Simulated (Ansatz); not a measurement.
## CoO: strain energy, fitted

CoO, P6_3mc, a = 3.167 Å, c = 5.289 Å. This isn't the usual stable structure of the compound. Ansatz: PBE, PAW, 420 eV, Γ-centred 12×12×8 mesh on 4 atoms, Gaussian smearing 0.01 eV; collinear spin, largest moment 2.1 μB, opposite moments cancel in the cell. Series: equal strain along all axes, cell held, atoms relaxed; x is the strain in per cent. y is the free energy over the unstrained cell, V0 = 11.487 Å³/atom.

```
x (%) y (meV/atom)
 -3.0         40.88
 -2.0         17.99
 -1.0          4.37
  0.0          0.00
  1.0             ?
  2.0         15.91
  3.0         34.70
```

Fit y = c2 x² + c3 x³ to the other rows, turn c2 into a modulus, and predict the missing energy.

Least squares on the rows shown. y = 4.2055 x² − 0.11573 x³. In eV per unit strain² c2 is 42.05; the stiffness is B for this strain (E = 9/2 B V0 ε², shape held): 2 × 42.05 × 160.2 / (9 × 11.487) = 130 GPa. At x = 1.0 the fit asked for gives 4.09 meV/atom. The run gave 4.11 meV/atom, so the fit is 0.02 meV/atom too low, within the rms miss on the fitted rows (0.12 meV/atom).

Where the gap has closed, the smearing of 0.02 eV or less is narrow for a metal on this mesh.